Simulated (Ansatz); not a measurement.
**GaN under pressure**

Method: Ansatz, DFT PBE, scalar-relativistic, plane waves, PAW. (420 eV cutoff, 10×10×10 k-mesh, Gaussian smearing of 0.02 eV, no spin polarisation)

The relaxed crystal:

```xyz
2
Lattice="0.0000 2.2742 2.2742 2.2742 0.0000 2.2742 2.2742 2.2742 0.0000" Properties=species:S:1:pos:R:3 pbc="T T T"
Ga    0.0000    0.0000    0.0000
N     3.4114    3.4114    3.4114
```

Cell and atoms are relaxed at each pressure within the symmetry of the start, at zero temperature, so transitions that lower the symmetry aren't seen. The k-mesh given is that at zero pressure and may differ at others. Gaps are Kohn–Sham gaps over the whole zone.

Question: Give the structure at 40 GPa.

Answer:
```xyz
2
Lattice="0.0000 2.1541 2.1541 2.1541 0.0000 2.1541 2.1541 2.1541 0.0000" Properties=species:S:1:pos:R:3 pbc="T T T"
Ga    0.0000    0.0000    0.0000
N     3.2311    3.2311    3.2311
```
The structure is cubic, space group F-43m (No. 216). The conventional cell has a = 4.308 Å, b = 4.308 Å, c = 4.308 Å, α = 90.00°, β = 90.00°, γ = 90.00°. Ga (site symmetry -43m) has 4 N at 1.87 Å as nearest neighbours. Around N (site symmetry -43m) lie 4 Ga at 1.87 Å.

This zinc-blende form isn't the usual stable structure of the compound.